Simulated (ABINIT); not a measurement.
# BeTe (F-43m) in ABINIT: further runs, part 2 of 2

ABINIT 10.8.3 (patched build).

**3. Single point, HSE06**

The input, run.abi:

```
# Pseudopotentials
pp_dirpath "./"
pseudos "Te_ONCV_PBE-1.2.upf, Be_ONCV_PBE-1.2.upf"

# Structure
acell 3*1.0
rprim
     0.0000000000     5.2345413652     5.2345413652
     5.2345413652     0.0000000000     5.2345413652
     5.2345413652     5.2345413652     0.0000000000
ntypat 2
znucl 52 4
natom 2
typat 1 2
xcart
     7.8518120478     7.8518120478     7.8518120478
     0.0000000000     0.0000000000     0.0000000000

# Plane-wave basis
ecut 26.0

# k points
kptopt 1
ngkpt 6 6 6
nshiftk 1
shiftk 0.0 0.0 0.0

# Exchange and correlation
ixc -428

# Bands and occupations
nband 12
occopt 1

# SCF cycle
nstep 60
diemac 6.0
toldfe 1.0e-7

# Output
iomode 3
prtwf 0
prtden 0
prteig 0
prtebands 0
enunit 1
prtvol 2
```

Potentials or basis: SG15 NC PBE v1.2.

Started as:

```
$ mpirun --bind-to none -np 8 abinit run.abi > log 2>&1
```

run.abo:

```text
.Version 10.8.3 of ABINIT
 Symmetries : space group F-4 3 m (#216); Bravais cF (face-center cubic)
================================================================================
 Values of the parameters that define the memory need of the present run
     intxc =       0    ionmov =       0      iscf =       7    lmnmax =       6
     lnmax =       6     mgfft =      36  mpssoang =       3    mqgrid =    3001
     natom =       2  nloc_mem =       1    nspden =       1   nspinor =       1
    nsppol =       1      nsym =      24    n1xccc =       0    ntypat =       2
    occopt =       1   xclevel =       2
       mpw =        1853          nfft =       46656          nkpt =          16
================================================================================
================================================================================

--------------------------------------------------------------------------------
------------- Echo of variables that govern the present computation ------------
--------------------------------------------------------------------------------
 -outvars: echo values of preprocessed input variables --------
            acell      1.0000000000E+00  1.0000000000E+00  1.0000000000E+00 Bohr
              amu      1.27600000E+02  9.01218200E+00
           diemac      6.00000000E+00
             ecut      2.60000000E+01 Hartree
           enunit           1
              ixc        -428
         kptrlatt        6    0    0      0    6    0      0    0    6
          kptrlen      4.44165563E+01
            natom           2
            nband          12
          nbandhf          10
            ngfft          36      36      36
             nkpt          16
           nkpthf         216
            nstep          60
             nsym          24
           ntypat           2
           prtden           0
        prtebands           0
           prteig           0
           prtvol           2
            prtwf           0
            rprim      0.0000000000E+00  5.2345413652E+00  5.2345413652E+00
                       5.2345413652E+00  0.0000000000E+00  5.2345413652E+00
                       5.2345413652E+00  5.2345413652E+00  0.0000000000E+00
          spgroup         216
           toldfe      1.00000000E-07 Hartree
            typat      1  2
          usefock           1
           xangst      4.1549999972E+00  4.1549999972E+00  4.1549999972E+00
                       0.0000000000E+00  0.0000000000E+00  0.0000000000E+00
            xcart      7.8518120478E+00  7.8518120478E+00  7.8518120478E+00
                       0.0000000000E+00  0.0000000000E+00  0.0000000000E+00
             xred      7.5000000000E-01  7.5000000000E-01  7.5000000000E-01
                       0.0000000000E+00  0.0000000000E+00  0.0000000000E+00
            znucl       52.00000    4.00000

================================================================================

 chkinp: Checking input parameters for consistency.

================================================================================
== DATASET  1 ==================================================================

--- !DatasetInfo
iteration_state: {dtset: 1, }
dimensions: {natom: 2, nkpt: 16, mband: 12, nsppol: 1, nspinor: 1, nspden: 1, mpw: 1853, }
cutoff_energies: {ecut:  26.0, pawecutdg:  -1.0, }
[... 143 lines left out ...]
       0.000000000000      0.000000000000      0.000000000000
 rms dE/dt=  0.0000E+00; max dE/dt=  0.0000E+00; dE/dt below (all hartree)
    1       0.000000000000      0.000000000000      0.000000000000
    2       0.000000000000      0.000000000000      0.000000000000

 cartesian coordinates (angstrom) at end:
    1      4.15499999717058     4.15499999717058     4.15499999717058
    2      0.00000000000000     0.00000000000000     0.00000000000000

 cartesian forces (hartree/bohr) at end:
    1     -0.00000000000000    -0.00000000000000    -0.00000000000000
    2     -0.00000000000000    -0.00000000000000    -0.00000000000000
 frms,max,avg= 0.0000000E+00 0.0000000E+00   0.000E+00  0.000E+00  0.000E+00 h/b

 cartesian forces (eV/Angstrom) at end:
    1     -0.00000000000000    -0.00000000000000    -0.00000000000000
    2     -0.00000000000000    -0.00000000000000    -0.00000000000000
 frms,max,avg= 0.0000000E+00 0.0000000E+00   0.000E+00  0.000E+00  0.000E+00 e/A
 length scales=  1.000000000000  1.000000000000  1.000000000000 bohr
              =  0.529177210544  0.529177210544  0.529177210544 angstroms
 Fermi (or HOMO) energy (eV) =   3.55896   Average Vxc (eV)=  -8.00544
 Eigenvalues (   eV  ) for nkpt=  16  k points:
 kpt#   1, nband= 12, wtk=  0.00463, kpt=  0.0000  0.0000  0.0000 (reduced coord)
 -99.94225  -32.94145  -32.94145  -32.94145  -32.91063  -32.91063  -10.14376    3.55896
   3.55896    3.55896    8.30311    8.30372
 kpt#   2, nband= 12, wtk=  0.03704, kpt=  0.1667  0.0000  0.0000 (reduced coord)
 -99.94230  -32.94050  -32.94006  -32.94006  -32.91036  -32.91036   -9.83828    1.40844
   3.14806    3.14806    8.27145    8.89818
 kpt#   3, nband= 12, wtk=  0.03704, kpt=  0.3333  0.0000  0.0000 (reduced coord)
 -99.94243  -32.93862  -32.93757  -32.93757  -32.90959  -32.90959   -9.06310   -1.43002
   2.53720    2.53720    8.01381    9.38573
 kpt#   4, nband= 12, wtk=  0.01852, kpt=  0.5000  0.0000  0.0000 (reduced coord)
 -99.94248  -32.93761  -32.93645  -32.93645  -32.90902  -32.90902   -8.52112   -2.72053
   2.29207    2.29207    7.91087    9.33713
 kpt#   5, nband= 12, wtk=  0.02778, kpt=  0.1667  0.1667  0.0000 (reduced coord)
 -99.94232  -32.94194  -32.93868  -32.93868  -32.91124  -32.90945   -9.73572    1.77679
   2.44875    2.44875    7.63633   10.00069
 kpt#   6, nband= 12, wtk=  0.11111, kpt=  0.3333  0.1667  0.0000 (reduced coord)
 -99.94243  -32.94099  -32.93619  -32.93605  -32.91128  -32.90846   -9.10538   -0.54322
[... 16 lines left out ...]
 kpt#  12, nband= 12, wtk=  0.05556, kpt= -0.3333  0.3333  0.0000 (reduced coord)
 -99.94256  -32.93868  -32.93381  -32.93298  -32.91076  -32.90819   -8.06552   -1.67300
  -0.92293    1.38672    7.61350   11.83565
 kpt#  13, nband= 12, wtk=  0.01389, kpt=  0.5000  0.5000  0.0000 (reduced coord)
 -99.94255  -32.94332  -32.93027  -32.93027  -32.91337  -32.90587   -7.92368   -2.21296
   0.57054    0.57054    6.38948    7.25212
 kpt#  14, nband= 12, wtk=  0.11111, kpt=  0.5000  0.3333  0.1667 (reduced coord)
 -99.94251  -32.93984  -32.93506  -32.93319  -32.91130  -32.90790   -8.47096   -1.34638
   0.14576    1.35414    8.62826    9.68152
 kpt#  15, nband= 12, wtk=  0.11111, kpt= -0.3333  0.3333  0.1667 (reduced coord)
 -99.94257  -32.93755  -32.93613  -32.93183  -32.91084  -32.90811   -8.06514   -1.89550
  -0.34504    0.87111    9.14416    9.54804
 kpt#  16, nband= 12, wtk=  0.05556, kpt= -0.3333  0.5000  0.1667 (reduced coord)
 -99.94258  -32.94016  -32.93347  -32.93030  -32.91207  -32.90710   -7.89136   -1.81586
  -0.25533    0.10166    8.29900    9.01711
 Total charge density [el/Bohr^3]
)     Maximum=    2.2039E+00  at reduced coord.    0.0000    0.0000    0.0000
)Next maximum=    1.9165E+00  at reduced coord.    0.0000    0.0278    0.9722
)     Minimum=    2.2257E-03  at reduced coord.    0.2500    0.2500    0.2500
)Next minimum=    2.2716E-03  at reduced coord.    0.2500    0.2500    0.2222
   Integrated=    2.0000E+01

--- !EnergyTerms
iteration_state     : {dtset: 1, }
comment             : Components of total free energy in Hartree
kinetic             :  4.99202016867196E+01
hartree             :  2.41146289809996E+01
xc                  : -9.03575244604258E+00
Ewald energy        : -6.44626813580914E+01
psp_core            :  3.52801311358850E+00
local_psp           : -6.80507610836075E+01
non_local_psp+x     : -3.64288689494557E+01
total_energy        : -1.00415220055889E+02
...

--- !EnergyTermsDC
iteration_state     : {dtset: 1, }
comment             : '"Double-counting" decomposition of free energy'
band_energy         : -1.99969609326803E+01
Ewald energy        : -6.44626813580914E+01
psp_core            :  3.52801311358850E+00
xc_dc               : -1.94836741990582E+01
total_energy_dc     : -1.00415303376241E+02
...

 Cartesian components of stress tensor (hartree/bohr^3)
  sigma(1 1)= -8.37571388E-05  sigma(3 2)=  0.00000000E+00
  sigma(2 2)= -8.37571388E-05  sigma(3 1)=  0.00000000E+00
  sigma(3 3)= -8.37571388E-05  sigma(2 1)=  0.00000000E+00

-Cartesian components of stress tensor (GPa)         [Pressure=  2.4642E+00 GPa]
- sigma(1 1)= -2.46422010E+00  sigma(3 2)=  0.00000000E+00
- sigma(2 2)= -2.46422010E+00  sigma(3 1)=  0.00000000E+00
- sigma(3 3)= -2.46422010E+00  sigma(2 1)=  0.00000000E+00

== END DATASET(S) ==============================================================
================================================================================

 -outvars: echo values of variables after computation  --------
            acell      1.0000000000E+00  1.0000000000E+00  1.0000000000E+00 Bohr
           etotal     -1.0041522006E+02
            fcart     -0.0000000000E+00 -0.0000000000E+00 -0.0000000000E+00
                      -0.0000000000E+00 -0.0000000000E+00 -0.0000000000E+00
            rprim      0.0000000000E+00  5.2345413652E+00  5.2345413652E+00
                       5.2345413652E+00  0.0000000000E+00  5.2345413652E+00
                       5.2345413652E+00  5.2345413652E+00  0.0000000000E+00
           strten     -8.3757138848E-05 -8.3757138848E-05 -8.3757138848E-05
                       0.0000000000E+00  0.0000000000E+00  0.0000000000E+00
           xangst      4.1549999972E+00  4.1549999972E+00  4.1549999972E+00
                       0.0000000000E+00  0.0000000000E+00  0.0000000000E+00
             xred      7.5000000000E-01  7.5000000000E-01  7.5000000000E-01
                       0.0000000000E+00  0.0000000000E+00  0.0000000000E+00
 Calculation completed.
```

It took 31 min on 8 MPI ranks of Intel Xeon Platinum 8259CL at 2.50GHz (Skylake/Cascade Lake), shared host; peak memory 1.1 GiB.

Results:

```yaml
Free_energy: -2732.4373 eV
Pressure: 2.5 GPa
Band_gap_on_the_k_mesh: 2.83 eV, indirect (least direct gap 4.74 eV)
Valence_electrons_inside_the_program's_atomic_spheres: Te 12.02; Be 3.03
```

Levels at points of the mesh, in eV from the valence-band top:
```csv
k point,band 7,band 8,band 9,band 10,band 11,band 12
"(0.00, 0.00, 0.00)",-13.70,0.00,0.00,0.00,4.74,4.74
"(0.50, 0.00, 0.00)",-12.08,-6.28,-1.27,-1.27,4.35,5.78
"(0.50, 0.50, 0.00)",-11.48,-5.77,-2.99,-2.99,2.83,3.69
```

Caveat: Libxc's HSE differs a little from that of other programs; the potentials were made for another functional, which shifts forces and pressure; spin-orbit coupling is left out, which moves the levels of the heavy elements.
